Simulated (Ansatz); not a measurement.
# LiCl: properties at the relaxed cell

One table from this session's results is given with a row withheld; the runs are named, their logs left out.

The COD entry's cell or inner coordinates are ideal or old and differ from later refinements, so a difference from it is no clean test against experiment.

Computed with Ansatz 0.2.0 (DFT r2SCAN, scalar-relativistic, plane waves, PAW, unless a step's input says otherwise).

1 further run of the same task is left out (set aside as unsound or not needed).

**The system as given**

The structure is cubic, space group Fm-3m (No. 225). The conventional cell has a = 5.112 Å, b = 5.112 Å, c = 5.112 Å, α = 90.00°, β = 90.00°, γ = 90.00°. Li (site symmetry m-3m) is surrounded by 6 Cl at 2.56 Å. Cl (site symmetry m-3m) has 6 Li at 2.56 Å in its first shell of neighbours.

As a file:

```
CELL_PARAMETERS angstrom
0.00000 2.55620 2.55620
2.55620 0.00000 2.55620
2.55620 2.55620 0.00000
ATOMIC_POSITIONS crystal
Li 0.00000 0.00000 0.00000
Cl 0.50000 0.50000 0.50000
```

It is the result of an earlier relaxation at this level (volume 16.70 Å³/atom; gap on the mesh: 7.29 eV).

The first run:

input.yaml

```yaml
crystal:
  lattice:
    - [0.0, 2.5562025412, 2.5562025412]
    - [2.5562025412, 0.0, 2.5562025412]
    - [2.5562025412, 2.5562025412, 0.0]
  atoms:
    - { symbol: Li, position: [0.0, 0.0, 0.0] }
    - { symbol: Cl, position: [0.5, 0.5, 0.5] }
basis:
  ecutwfc: 500
kpoints:
  mp_grid: { grid: [8, 8, 8] }
  band_path:
    path:
      - [[0.0, 0.0, 0.0], [0.5, 0.0, 0.5], [0.625, 0.25, 0.625]]
      - [[0.375, 0.375, 0.75], [0.0, 0.0, 0.0], [0.5, 0.5, 0.5], [0.5, 0.25, 0.75], [0.5, 0.0, 0.5]]
    npoints: 14
hamiltonian:
  xc: r2scan
scf:
  occupations: { method: gaussian, width: 0.02 }
  n_extra_bands: 6
output:
  forces: true
  stress: true
  eigenvalues: true
  populations: true
  dos: { projected: true, de: 0.02, nscf_kmesh: { grid: [12, 12, 12] } }
  bader: true
  write_density: true
  write_potential: true
  elf: true
  volumetric_format: npy
```

Run with:

```
$ ansatz run input.yaml --threads 1 --pin off --max-ram 2560MiB --backend cpu --events-out ev --progress --plain --runs-dir out
```

Steps of the session up to this table: Bands, states and charges; Seeking the band edges over the whole zone; Levels beside the edges; Back to the database's cell; Optical spectrum; Volume × 0.97; Volume × 1.03; Point at V/V0 = 0.94; Point at V/V0 = 1.06; The cell scaled to 0.91 of its volume; The cell scaled to 1.10 of its volume; The cell scaled to 0.88 of its volume.

One table of the session follows, with a row left open; its other results are not shown here.

It belongs to the step «Equation of state». 

```
volume (Å³/atom)  energy above the lowest point (meV/atom)  pressure (GPa)  gap on the mesh (eV)
          14.698                                      32.8            5.88                  7.67
          15.199                                      17.4            4.03                  7.64
          15.701                                       7.3            2.47                  7.60
          16.202                                         ?               ?                     ?
          16.703                                       0.0            0.00                  7.29
          17.204                                       1.5           -0.96                  7.11
          17.705                                       5.9           -1.78                  6.94
          18.373                                      15.3           -2.69                  6.73
```

Q: Estimate the row for volume (Å³/atom) = 16.202 from the others.

Worked estimate for «energy above the lowest point (meV/atom)». A straight line through the neighbours (15.701, 7.3) and (16.703, 0.0) gives 7.3 + (0.0 − 7.3) × (16.202 − 15.701) / (16.703 − 15.701) = 3.6; a parabola fitted to 4 rows on both sides gives 1.7.

As computed: energy above the lowest point (meV/atom): 1.7; pressure (GPa): 1.13; gap on the mesh (eV): 7.49. In «energy above the lowest point (meV/atom)» the line misses by +1.9 and the parabola by 0.0.
